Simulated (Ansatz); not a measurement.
# Magnetic orders of FeO

These are results of DFT PBE, scalar-relativistic, plane waves, PAW (Ansatz), not measurements.

```cif
data_structure
_symmetry_space_group_name_H-M 'P 1'
_symmetry_Int_Tables_number 1
_cell_length_a 3.0489
_cell_length_b 3.0839
_cell_length_c 5.2747
_cell_angle_alpha 87.043
_cell_angle_beta 88.499
_cell_angle_gamma 60.436
_cell_volume 43.08
loop_
_atom_site_label
_atom_site_type_symbol
_atom_site_fract_x
_atom_site_fract_y
_atom_site_fract_z
_atom_site_occupancy
Fe1 Fe 0.50000 0.50000 0.00000 1
Fe2 Fe 0.50000 0.50000 0.50000 1
O1 O 0.16376 0.17093 0.25570 1
O2 O 0.83624 0.82907 0.74430 1
```

| Property | Result |
| --- | --- |
| plane-wave cutoff | 420 eV |
| Γ-centred k-mesh | 16×16×8 |
| occupation rule | Gaussian smearing, 0.1 eV |
| list of starting moments (μB, in atom order) | 4 4 0 0 |
| check for lower electronic states after the SCF | off |

All runs keep this geometry, which isn't relaxed for the lowest state (largest force there 0.198 eV/Å, pressure -13.1 GPa) and needn't be a stable compound; relaxing each order would shift the differences by some 200 meV/atom, going by the pressures and a bulk modulus of about 150 GPa. Signs run over the atoms with starting moments. The large starts are 5 5 0 0 μB. The small starts are 0.5 0.5 0 0 μB. No Hubbard U is used, and semilocal functionals often make open-shell oxides metallic. Site moments are spin moments in atom-centred spheres that scale with the neighbour distance. The states are those that the runs reached from these starts; a lower one can exist.

**Question.** Starts tried: no spin; ferromagnetic; large parallel starting moments; antiferromagnetic in the cell, signs +-; small parallel starting moments. Which state comes out lowest, and what are the moments?

**Answer.** The lowest state is antiferromagnetic, reached from the start “antiferromagnetic in the cell, signs +-”, with site moments (μB) Fe +3.23, Fe -3.26.

| start | ends | energy above lowest (meV/atom) | site moments (μB) | gap on mesh (eV) | P (GPa) |
| --- | --- | --- | --- | --- | --- |
| no spin | non-magnetic | 682 | none over 0.05 | metal | -32.9 |
| ferromagnetic | ferromagnetic | 5.08 | Fe +3.41, Fe +3.45, O +0.33 (×2) | metal | -9.7 |
| large parallel starting moments | ferromagnetic | 5.08 | Fe +3.41, Fe +3.45, O +0.33 (×2) | metal | -9.7 |
| antiferromagnetic in the cell, signs +- | antiferromagnetic | 0.00 | Fe +3.23, Fe -3.26 | metal | -13.1 |
| small parallel starting moments | ferromagnetic | 5.08 | Fe +3.41, Fe +3.45, O +0.33 (×2) | metal | -9.7 |

Cost: 5 runs of about 18 core-minutes in all, on Arm Neoverse V2 (shared hosts).